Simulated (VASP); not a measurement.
Input of a VASP 6.6.1 run:

Contents of INCAR:

```
PREC = Accurate
ENCUT = 520
EDIFF = 1E-8
ISMEAR = 0
SIGMA = 0.02
LREAL = F
LASPH = T
NELM = 100
ALGO = Fast
ISIF = 2
LWAVE = F
LCHARG = F
GGA = PE
LEFG = T
```

KPOINTS

```
Automatic mesh
0
Gamma
  9 9 7
```

Contents of POSCAR:

```
SiSe
1.0
    3.5952000000      0.0000000000      0.0000000000
   -1.7976000000      3.1135300000      0.0000000000
    0.0000000000      0.0000000000      3.5987300000
Si Se
1 1
Direct
    0.6666700000      0.3333300000      0.5000000000
    0.0000000000      0.0000000000      0.0000000000
```

Potentials or basis: VASP PAW PBE potentials, release 64 (Si, Se).

The run is started by

```sh
$ cat potpaw_PBE.64/Si/POTCAR potpaw_PBE.64/Se/POTCAR > POTCAR
$ mpirun -np 1 vasp_std > vasp.out
```

Task: Predict the pressure.

Result: 0.5 GPa.

Task: Predict the band gap on the k mesh.

Result: None (metal or under the smearing width).

Stress tensor (GPa, compression positive):
```
0.27 0.00 0.00
0.00 0.27 0.00
0.00 0.00 1.10
```
